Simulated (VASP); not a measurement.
# TiAl (Pm-3m) in VASP: settings compared

One crystal, TiAl, is run at these levels: PBEsol, LDA; tasks: single point, relaxation of cell and atoms.

Everything below comes from runs of VASP 6.6.1. Logs are shortened: lines on timing, memory, paths and dates and some standing lists are left out, and cuts for length are marked.

## 1. The structure

It takes space group Pm-3m (No. 221, cubic). Conventional cell: a = 3.179 Å, b = 3.179 Å, c = 3.179 Å, α = 90.00°, β = 90.00°, γ = 90.00°. Around Ti (site symmetry m-3m) lie 8 Al at 2.75 Å. Around Al (site symmetry m-3m) lie 8 Ti at 2.75 Å.

The cell comes from a database or a generator and needn't be the stable form of this composition.

## 2. Single point, PBEsol

The input, INCAR:

```
ALGO = Fast ; EDIFF = 1E-7
ENCUT = 550 ; GGA = PS
ISIF = 2 ; ISMEAR = 0
LASPH = T ; LCHARG = F
LREAL = F ; LWAVE = F
NELM = 100 ; PREC = Accurate
SIGMA = 0.05
```

The input, KPOINTS:

```
k-points
0
Gamma
  8 8 8
```

The input, POSCAR:

```
TiAl
1.0
    3.1790640000      0.0000000000      0.0000000000
    0.0000000000      3.1790640000      0.0000000000
    0.0000000000      0.0000000000      3.1790640000
Ti Al
1 1
Direct
    0.0000000000      0.0000000000      0.0000000000
    0.5000000000      0.5000000000      0.5000000000
```

Potentials or basis: VASP PAW PBE potentials, release 64 (Ti_sv_GW, Al_GW).

Started as:

```console
$ cat potpaw_PBE.64/Ti_sv_GW/POTCAR potpaw_PBE.64/Al_GW/POTCAR > POTCAR
$ mpirun -np 1 vasp_std > vasp.out
```

OUTCAR:

```text
EDIFF = 1E-7
   ENCUT = 550
   GGA = PS
   ISIF = 2
   ISMEAR = 0
   LASPH = T
   LREAL = F
   NELM = 100
   PREC = Accurate

 ion  position               nearest neighbor table
   1  0.000  0.000  0.000-
   2  0.500  0.500  0.500-

  LATTYP: Found a simple cubic cell.
 ALAT       =     3.1790640000

  Lattice vectors:

 A1 = (   3.1790640000,   0.0000000000,   0.0000000000)
 A2 = (   0.0000000000,   3.1790640000,   0.0000000000)
 A3 = (   0.0000000000,   0.0000000000,   3.1790640000)

Analysis of symmetry for initial positions (statically):
=====================================================================
 Subroutine PRICEL returns:
 Original cell was already a primitive cell.

 Routine SETGRP: Setting up the symmetry group for a
 simple cubic supercell.

 Subroutine GETGRP returns: Found 48 space group operations
 (whereof 48 operations were pure point group operations)
 out of a pool of 48 trial point group operations.

The static configuration has the point symmetry O_h .

Analysis of symmetry for dynamics (positions and initial velocities):
=====================================================================
 Subroutine PRICEL returns:
 Original cell was already a primitive cell.

 Routine SETGRP: Setting up the symmetry group for a
 simple cubic supercell.

 Subroutine GETGRP returns: Found 48 space group operations
 (whereof 48 operations were pure point group operations)
 out of a pool of 48 trial point group operations.

The dynamic configuration has the point symmetry O_h .

 Subroutine INISYM returns: Found 48 space group operations
 (whereof 48 operations are pure point group operations),
 and found     1 'primitive' translations

----------------------------------------------------------------------------------------

                                     Primitive cell

  volume of cell :      32.1290

  direct lattice vectors                    reciprocal lattice vectors
     3.179064000  0.000000000  0.000000000     0.314557996  0.000000000  0.000000000
     0.000000000  3.179064000  0.000000000     0.000000000  0.314557996  0.000000000
     0.000000000  0.000000000  3.179064000     0.000000000  0.000000000  0.314557996

  length of vectors
     3.179064000  3.179064000  3.179064000     0.314557996  0.314557996  0.314557996

  position of ions in fractional coordinates (direct lattice)
     0.000000000  0.000000000  0.000000000
     0.500000000  0.500000000  0.500000000

  ion indices of the primitive-cell ions
   primitive index   ion index
                 1           1
                 2           2

----------------------------------------------------------------------------------------

 KPOINTS: k-points

Automatic generation of k-mesh.
 Grid dimensions read from file:
 generate k-points for:    8    8    8

 Generating k-lattice:

  Cartesian coordinates                     Fractional coordinates (reciprocal lattice)
     0.039319749  0.000000000  0.000000000     0.125000000  0.000000000  0.000000000
     0.000000000  0.039319749  0.000000000     0.000000000  0.125000000  0.000000000
     0.000000000  0.000000000  0.039319749     0.000000000  0.000000000  0.125000000

  Length of vectors
     0.039319749  0.039319749  0.039319749

  Shift w.r.t. Gamma in fractional coordinates (k-lattice)
     0.000000000  0.000000000  0.000000000

 Subroutine IBZKPT returns following result:
 ===========================================

 Found     35 irreducible k-points:

 Following reciprocal coordinates:
            Coordinates               Weight
  0.000000  0.000000  0.000000      1.000000
  0.125000  0.000000  0.000000      6.000000
  0.250000  0.000000  0.000000      6.000000
  0.375000  0.000000  0.000000      6.000000
  0.500000  0.000000  0.000000      3.000000
  0.125000  0.125000  0.000000     12.000000
[... 27 lines left out ...]
  0.500000  0.500000  0.375000      6.000000
  0.500000  0.500000  0.500000      1.000000
   k-points           NKPTS =     35   k-points in BZ     NKDIM =     35   number of bands    NBANDS=     11
   number of dos      NEDOS =    301   number of ions     NIONS =      2
   total plane-waves  NPLWV =  13824
   dimension x,y,z NGX =    24 NGY =   24 NGZ =   24
   dimension x,y,z NGXF=    48 NGYF=   48 NGZF=   48
   ions per type =               1   1
   NGX,Y,Z   is equivalent  to a cutoff of  12.55, 12.55, 12.55 a.u.
   NGXF,Y,Z  is equivalent  to a cutoff of  25.10, 25.10, 25.10 a.u.
 SYSTEM =  unknown system
   PREC   = accura    normal or accurate (medium, high low for compatibility)
   ISTART =      0    job   : 0-new  1-cont  2-samecut
   ICHARG =      2    charge: 1-file 2-atom 10-const
   ISPIN  =      1    spin polarized calculation?
   LNONCOLLINEAR =      F non collinear calculations
   LSORBIT =      F    spin-orbit coupling
   LASPH  =      T    aspherical Exc in radial PAW
   ENCUT  =  550.0 eV  40.42 Ry    6.36 a.u.   6.08  6.08  6.08*2*pi/ulx,y,z
   NELM   =    100;   NELMIN=  2; NELMDL= -5     # of ELM steps
   EDIFF  = 0.1E-06   stopping-criterion for ELM
   LREAL  =      F    real-space projection
   EDIFFG = 0.1E-05   stopping-criterion for IOM
   NSW    =      0    number of steps for IOM
   IBRION =     -1    ionic relax: 0-MD 1-quasi-New 2-CG
   NFREE  =      0    steps in history (QN), initial steepest desc. (CG)
   ISIF   =      2    stress and relaxation
   ISYM   =      2    0-nonsym 1-usesym 2-fastsym
   POTIM  = 0.5000    time-step for ionic-motion
   TEBEG  =    0.0;   TEEND  =   0.0 temperature during run
   PSTRESS=    0.0 pullay stress
   NELECT =      15.0000    total number of electrons
   NUPDOWN=      -1.0000    fix difference up-down
   EMIN   =  10.00;   EMAX   =-10.00  energy-range for DOS
   EFERMI =   0.00;   METHOD = LEGACY
   ISMEAR =     0;   SIGMA  =   0.05  broadening in eV -4-tet -1-fermi 0-gaus
   EFERMI_NEDOS =   21; number of points for ismear=-14 and -15
   IALGO  =     68    algorithm
   IMIX   =      4    mixing-type and parameters
     AMIX     =   0.40;   BMIX     =  1.00
     AMIX_MAG =   1.60;   BMIX_MAG =  1.00
  volume/ion in A,a.u.               =      16.06       108.41
  Fermi-wavevector in a.u.,A,eV,Ry     =   1.270007  2.399964 21.945065  1.612917
  Thomas-Fermi vector in A             =   2.403017
   LORBIT       =      0    0 simple, 1 ext, 2 COOP (PROOUT), +10 PAW based schemes
   GGA     = PS    functional components
   LHFCALC =     F    Hartree Fock is set to
   AEXX    =    0.0000 exact exchange contribution
   IVDW    =     0    specifies the selected vdW correction
   LEPSILON=     F    determine dielectric tensor
   LRPA    =     F    only Hartree local field effects (RPA)
 non-spin polarized calculation
 RMM-DIIS sequential band-by-band and
 Gauss-broadening in eV      SIGMA  =   0.05
  energy-cutoff  :      550.00
  volume of cell :       32.13
 maximum number of plane-waves:       968
   NGX = 13   NGY = 13   NGZ = 13

 number of electron      14.9999999 magnetization

 Free energy of the ion-electron system (eV)
  ---------------------------------------------------
  ext. energy  EPLUGINS =         0.00000000
  ---------------------------------------------------
  free energy    TOTEN  =       -15.18987447 eV

  energy without entropy =      -15.18441227  energy(sigma->0) =      -15.18714337

 E-fermi :   7.9883     XC(G=0): -11.2001

 val. band max:        7.9639168043   @ k =   0.3750   0.1250   0.1250
 cond. band min:       7.9951376889   @ k =   0.3750   0.3750   0.2500
 fundamental gap:      0.0312208846
 Fermi energy:         7.9882770690

 k-point     1 :       0.0000    0.0000    0.0000
  band No.  band energies     occupation
      1     -48.6353      2.00000
      2     -24.9428      2.00000
      3     -24.9428      2.00000
      4     -24.9428      2.00000
      5      -1.2721      2.00000
      6       6.5606      2.00000
      7       6.5606      2.00000
      8       9.7938      0.00000
      9      12.1455      0.00000
     10      12.2542      0.00000
     11      12.4033      0.00000

 k-point     2 :       0.1250    0.0000    0.0000
  band No.  band energies     occupation
      1     -48.6331      2.00000
      2     -24.9692      2.00000
      3     -24.9407      2.00000
      4     -24.9407      2.00000
      5      -1.0233      2.00000
      6       6.4086      2.00000
      7       6.6707      2.00000
      8       9.4099      0.00000
      9       9.4100      0.00000
     10      11.4658      0.00000
     11      12.8651      0.00000

 k-point     3 :       0.2500    0.0000    0.0000
  band No.  band energies     occupation
      1     -48.6277      2.00000
      2     -25.0310      2.00000
      3     -24.9352      2.00000
      4     -24.9352      2.00000
      5      -0.2984      2.00000
      6       5.6243      2.00000
      7       6.9607      2.00000
      8       8.7698      0.00000
      9       8.7698      0.00000
     10       9.8946      0.00000
     11      10.7579      0.00000

 k-point     4 :       0.3750    0.0000    0.0000
  band No.  band energies     occupation
      1     -48.6223      2.00000
      2     -25.0926      2.00000
      3     -24.9297      2.00000
      4     -24.9297      2.00000
      5       0.8365      2.00000
      6       4.1282      2.00000
      7       7.2949      2.00000
      8       8.2999      0.00000
      9       8.2999      0.00000
     10       9.9677      0.00000
     11      10.8313      0.00000

 k-point     5 :       0.5000    0.0000    0.0000
  band No.  band energies     occupation
      1     -48.6201      2.00000
      2     -25.1175      2.00000
      3     -24.9271      2.00000
      4     -24.9271      2.00000
      5       1.9779      2.00000
      6       2.7989      2.00000
      7       7.4507      2.00000
      8       8.1328      0.00004
      9       8.1328      0.00004
     10       9.9989      0.00000
     11      11.0130      0.00000
[... 365 lines left out ...]
 k-point    32 :       0.3750    0.3750    0.3750
  band No.  band energies     occupation
      1     -48.5973      2.00000
      2     -25.0566      2.00000
      3     -25.0535      2.00000
      4     -25.0535      2.00000
      5       3.6092      2.00000
      6       5.3291      2.00000
      7       5.3291      2.00000
      8       8.8078      0.00000
      9       9.2437      0.00000
     10       9.2437      0.00000
     11      10.5671      0.00000

 k-point    33 :       0.5000    0.3750    0.3750
  band No.  band energies     occupation
      1     -48.5952      2.00000
      2     -25.0778      2.00000
      3     -25.0526      2.00000
      4     -25.0505      2.00000
      5       4.0482      2.00000
      6       5.0483      2.00000
      7       5.2299      2.00000
      8       9.1266      0.00000
      9       9.3080      0.00000
     10       9.9867      0.00000
     11      10.1940      0.00000

 k-point    34 :       0.5000    0.5000    0.3750
  band No.  band energies     occupation
      1     -48.5931      2.00000
      2     -25.0747      2.00000
      3     -25.0747      2.00000
      4     -25.0483      2.00000
      5       4.4480      2.00000
      6       5.0118      2.00000
      7       5.0118      2.00000
      8       9.3035      0.00000
      9       9.3965      0.00000
     10      10.4804      0.00000
     11      10.4978      0.00000

 k-point    35 :       0.5000    0.5000    0.5000
  band No.  band energies     occupation
      1     -48.5910      2.00000
      2     -25.0719      2.00000
      3     -25.0719      2.00000
      4     -25.0719      2.00000
      5       4.8946      2.00000
      6       4.8946      2.00000
      7       4.8946      2.00000
      8       8.6378      0.00000
      9      10.9031      0.00000
     10      10.9041      0.00000
     11      10.9043      0.00000

------------------------ aborting loop because EDIFF is reached ----------------------------------------

  FORCE on cell =-STRESS in cart. coord.  units (eV):
  Direction    XX          YY          ZZ          XY          YZ          ZX
  --------------------------------------------------------------------------------------
  -------------------------------------------------------------------------------------
  Total       -0.6272758     -0.6272758     -0.6272758      0.0000000     -0.0000000     -0.0000000
  in kB      -31.2803284    -31.2803284    -31.2803284      0.0000000     -0.0000000     -0.0000000
  external PRESSURE =     -31.2803284 kB  Pullay stress =       0.0000000 kB

 VOLUME and BASIS-vectors are now :
 -----------------------------------------------------------------------------
  energy-cutoff  :      550.00
  volume of cell :       32.13
      direct lattice vectors                 reciprocal lattice vectors
     3.179064000  0.000000000  0.000000000     0.314557996  0.000000000  0.000000000
     0.000000000  3.179064000  0.000000000     0.000000000  0.314557996  0.000000000
     0.000000000  0.000000000  3.179064000     0.000000000  0.000000000  0.314557996

 POSITION                                       TOTAL-FORCE (eV/Angst)
 -----------------------------------------------------------------------------------
      0.00000      0.00000      0.00000         0.000000      0.000000      0.000000
      1.58953      1.58953      1.58953         0.000000      0.000000      0.000000
 -----------------------------------------------------------------------------------
    total drift:                               -0.000000      0.000000      0.000000

  FREE ENERGIE OF THE ION-ELECTRON SYSTEM (eV)
  ---------------------------------------------------
  free  energy   TOTEN  =       -15.1898744655 eV

  energy  without entropy=      -15.1844122725  energy(sigma->0) =      -15.18714337
```

Run time: 60 s. Hardware: 1 thread of AMD EPYC 9R45 (Zen 5), shared host; peak memory 0.13 GiB.

Results:

| Property | Result |
| --- | --- |
| Free energy | -15.1899 eV |
| Pressure | -3.1 GPa |
| Band gap on the k mesh | none (metal or under the smearing width) |

Levels at points of the mesh, in eV from the Fermi level:
```tsv
k point	band 5	band 6	band 7	band 8	band 9	band 10
(0.50, 0.00, 0.00)	-6.01	-5.19	-0.54	0.14	0.14	2.01
(0.50, 0.50, 0.00)	-5.01	-2.09	-2.09	-1.47	0.70	0.70
(0.50, 0.50, 0.50)	-3.09	-3.09	-3.09	0.65	2.91	2.92
```

Caveat: the PAW data sets were made with another functional, which shifts forces and pressure a little.

## 3. Single point, PBEsol

The input, run.py:

```python
from ase.calculators.vasp import Vasp
from ase.dft.bandgap import bandgap
from ase.io import read

atoms = read('POSCAR')
calc = Vasp(
    directory='calc',
    xc='pbesol',
    pp='PBE',
    setups='gw',
    prec='Accurate',
    encut=550,
    ediff=1e-07,
    ismear=0,
    sigma=0.05,
    lreal=False,
    lasph=True,
    nelm=100,
    algo='Normal',
    isif=2,
    lwave=False,
    lcharg=True,
    lelf=True,
    lvhar=True,
    kpts=[8, 8, 8],
    gamma=True,
    nbands=14,
)
atoms.calc = calc

print('energy (eV):', atoms.get_potential_energy())
print('free energy (eV):', atoms.get_potential_energy(force_consistent=True))
print('forces (eV/A):')
print(atoms.get_forces())
print('stress (eV/A^3, Voigt):', atoms.get_stress())
print('Fermi level (eV):', calc.get_fermi_level())
gap, top, bottom = bandgap(calc)
print('band gap (eV):', gap, 'from (spin, k, band)', top, 'to', bottom)
```

POSCAR is that of step 2.

Potentials or basis: VASP PAW PBE potentials, release 64 (Ti_sv_GW, Al_GW).

Started as:

```console
$ python run.py
```

Run time: 19 s. Hardware: 1 thread of AMD EPYC 9R45 (Zen 5), shared host; peak memory 0.13 GiB.

It converged, with:

```yaml
Free_energy: -15.1899 eV
Pressure: -3.1 GPa
Band_gap_on_the_k_mesh: none (metal or under the smearing width)
```

Levels at points of the mesh, in eV from the Fermi level:
| k point | band 4 | band 5 | band 6 | band 7 | band 8 | band 9 | band 10 | band 11 |
| --- | --- | --- | --- | --- | --- | --- | --- | --- |
| (0.00, 0.00, 0.00) | -32.93 | -9.26 | -1.43 | -1.43 | 1.81 | 1.81 | 1.81 | 4.41 |
| (0.50, 0.00, 0.00) | -32.92 | -6.01 | -5.19 | -0.54 | 0.14 | 0.14 | 2.01 | 3.02 |
| (0.50, 0.50, 0.00) | -32.90 | -5.01 | -2.09 | -2.09 | -1.47 | 0.70 | 0.70 | 2.77 |
| (0.50, 0.50, 0.50) | -33.06 | -3.09 | -3.09 | -3.09 | 0.65 | 2.84 | 2.84 | 2.92 |

Caveat: the PAW data sets were made with another functional, which shifts forces and pressure a little.

## 4. Relaxation of cell and atoms, LDA

The input, INCAR:

```
  ALGO = Fast
  EDIFF = 1E-6
  EDIFFG = -0.01
  ENCUT = 600
  GGA = CA
  IBRION = 2
  ISIF = 3
  ISMEAR = -1
  LASPH = T
  LCHARG = F
  LREAL = F
  LWAVE = F
  NELM = 80
  NSW = 40
  PREC = Accurate
  SIGMA = 0.05
```

KPOINTS is that of step 2.

POSCAR is that of step 3.

Potentials or basis: VASP PAW LDA potentials, release 64 (Ti_sv, Al).

Started as:

```console
$ cat potpaw_LDA.64/Ti_sv/POTCAR potpaw_LDA.64/Al/POTCAR > POTCAR
$ mpirun -np 1 vasp_std > vasp.out
```

It took 61 s on 1 thread of Intel Xeon Platinum 8488C (Sapphire Rapids), shared host; peak memory 0.15 GiB.

The run converged. Its results:

```yaml
Free_energy: -13.3036 eV
Relaxed_volume: 15.28 Å³/atom
Relaxed_cell: a = 3.126 Å, b = 3.126 Å, c = 3.126 Å, α = 90.00°, β = 90.00°, γ = 90.00°
Space_group_after_relaxing_to_0.05_Å: Pm-3m (No. 221)
Energy_gained_by_relaxing: 14.6 meV/atom
Ionic_steps: 3
Pressure_after_relaxing: 0.0 GPa
Band_gap_on_the_k_mesh: none (metal or under the smearing width)
```

The path:
```tsv
step	energy change (eV)	largest force (eV/Å)	pressure (GPa)	volume (Å³)
1	0.0000	0.0000	-5.68	32.13
2	-0.0156	0.0000	4.44	29.55
3	-0.0291	0.0000	0.00	30.56
```

Final structure:
```xyz
2
Lattice="3.1264 0.0000 0.0000 0.0000 3.1264 0.0000 0.0000 0.0000 3.1264" Properties=species:S:1:pos:R:3 pbc="T T T"
Ti    0.0000    0.0000    0.0000
Al    1.5632    1.5632    1.5632
```

Levels at points of the mesh, in eV from the Fermi level:
```csv
k point,band 5,band 6,band 7,band 8,band 9,band 10
"(0.00, 0.00, 0.00)",-9.41,-1.53,-1.53,1.87,1.87,1.87
"(0.50, 0.00, 0.00)",-6.03,-5.26,-0.59,0.12,0.12,2.09
"(0.50, 0.50, 0.00)",-5.14,-2.02,-2.02,-1.50,0.69,0.69
"(0.50, 0.50, 0.50)",-3.23,-3.23,-3.23,0.86,3.14,3.14
```
